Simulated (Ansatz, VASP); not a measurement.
## Two plane-wave programs on LiH

```
Li H
1.0
     0.00000    1.98996    1.98996
     1.98996    0.00000    1.98996
     1.98996    1.98996    0.00000
Li H
1 1
Direct
  0.00000 0.00000 0.00000
  0.50000 0.50000 0.50000
```

Alike in both runs: task single point; functional PBEsol; k mesh 14 × 14 × 14; occupations gaussian, width 0.05 eV; no spin polarisation.

```csv
,VASP,Ansatz
version,VASP 6.6.1,Ansatz 0.2.0
potentials or method,"VASP PAW PBE potentials, release 64 (Li_sv, H)","scalar-relativistic, plane waves, PAW"
plane-wave cutoff (eV),520,420
valence electrons in the cell,4,4
```

|  | VASP | Ansatz | Ansatz less VASP |
| --- | --- | --- | --- |
| gap on the k mesh at the Fermi level (eV) | 2.73 | 2.73 | 0.000 |
| least direct gap on the mesh (eV) | 2.73 | 2.73 | 0.000 |

 A k mesh can miss the band edges.
